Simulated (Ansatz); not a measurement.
**TiSi2 and the effect of the functional**

```
Ti Si
1.0
     0.00000    4.11752    4.26290
     2.38951    0.00000    4.26290
     2.38951    4.11752    0.00000
Ti Si
2 4
Direct
  0.75000 0.75000 0.75000
  0.50000 0.50000 0.50000
  0.41257 0.08743 0.41257
  0.08743 0.41257 0.08743
  0.16257 0.83743 0.16257
  0.83743 0.16257 0.83743
```

The cell is a database's computed one, not the measured one.

Kept alike: task band structure; k mesh 7 × 7 × 7; occupations fermi-dirac, width 0.05 eV; no spin polarisation. Program: Ansatz, all-electron LAPW, scalar-relativistic. The mesh is that of the run's cell of 6 atoms. No spin-orbit coupling.

| functional | pressure (GPa) |
| --- | --- |
| LDA | -5.10 |
| PBE | 2.07 |
| PBEsol | -1.95 |

Pressure is positive in compression. For a metal such a mesh leaves the last digits unconverged.

The pressure runs from -5.10 (LDA) to 2.07 GPa (PBE). From PBE: LDA -7.17; PBEsol -4.02.
